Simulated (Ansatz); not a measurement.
**In: do energies and stresses tell the same story?**

Theory: Ansatz 0.2.0, DFT PBE, scalar-relativistic, plane waves, PAW.

Plane waves to 420 eV, a k mesh through Γ of 18×18×18 on the computed 1-atom cell and Gaussian smearing (0.10 eV); no spin polarisation.

Relaxed cell: I4/mmm, a = 3.390 Å, b = 3.390 Å, c = 4.785 Å, α = 90.00°, β = 90.00°, γ = 90.00°, 1 atom in the primitive cell.

Energies at zero smearing and pressures from the stress tensor, at volumes with shape and atoms relaxed:
| V (Å³/atom) | E − E(first) (meV/atom) | P (GPa) |
| --- | --- | --- |
| 24.196 | 0.00 | 6.38 |
| 25.021 | -27.38 | 4.32 |
| 25.845 | -45.04 | 2.60 |
| 26.670 | -54.60 | 1.17 |
| 27.495 | -57.43 | -0.02 |
| 28.320 | -54.70 | -1.01 |
| 29.145 | -47.35 | -1.82 |
| 30.245 | -31.67 | -2.70 |

Check P = −dE/dV between neighbouring volumes, and get the bulk modulus from the pressures alone.

With 1 eV/Å³ = 160.2 GPa:
```csv
middle V (Å³/atom),−ΔE/ΔV (GPa),mean P (GPa)
24.608,5.318,5.350
25.433,3.430,3.457
26.258,1.857,1.883
27.083,0.551,0.574
27.908,-0.531,-0.512
28.732,-1.429,-1.415
29.695,-2.283,-2.264
```

The two differ by 0.03 GPa at most. The mean of two end pressures misses the average over a step by about ΔV² P″/12, up to 0.03 GPa here; with that taken off 0.01 GPa remains. Around V = 27.495 Å³/atom, the two neighbours give B = −V ΔP/ΔV = 27.495 × 2.17 / 1.650 = 36.2 GPa, against B0 = 36.1 GPa from the Birch–Murnaghan fit of the energies.